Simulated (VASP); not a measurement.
Wanted: the native input for a VASP 6.6.1 run.

```yaml
Task: single point
Functional: PBEsol
Potentials_or_basis: VASP PAW PBE potentials, release 64 (Cu, Cl)
Cutoff: 520 eV
k_mesh: 18 × 18 × 18
Occupations: gaussian, width 0.02 eV
Spin: no spin polarisation
Further_INCAR_settings: ALGO = Normal; EDIFF = 1e-06; NBANDS = 16
```

The structure of CuCl lies in POSCAR:

```
CuCl
1.0
    1.8732600000      1.0815300000      3.0595300000
   -1.8732600000      1.0815300000      3.0595300000
    0.0000000000     -2.1630500000      3.0595300000
Cu Cl
1 1
Direct
    0.9915900000      0.9915900000      0.9915900000
    0.2414100000      0.2414100000      0.2414100000
```

The cell is a database's computed one.

These files were run (other wordings do the same):

INCAR

```
  PREC = Accurate
  ENCUT = 520
  EDIFF = 1E-6
  ISMEAR = 0
  SIGMA = 0.02
  LREAL = F
  LASPH = T
  NELM = 60
  ALGO = Normal
  ISIF = 2
  LWAVE = F
  LCHARG = F
  GGA = PS
  NBANDS = 16
```

KPOINTS

```
Automatic mesh
0
Gamma
  18 18 18
```

Potentials or basis: VASP PAW PBE potentials, release 64 (Cu, Cl).

Command:

```bash
$ cat potpaw_PBE.64/Cu/POTCAR potpaw_PBE.64/Cl/POTCAR > POTCAR
$ mpirun -np 1 vasp_std > vasp.out
```

It gave:

The pressure is -0.1 GPa and the band gap on the k mesh is 0.54 eV, direct.

Caveat: the PAW data sets were made with another functional, which shifts forces and pressure a little.

Wall time 3.1 min on 1 thread of Intel(R) Xeon(R) 6975P-C (Granite Rapids), on a shared host, peak memory 0.42 GiB.
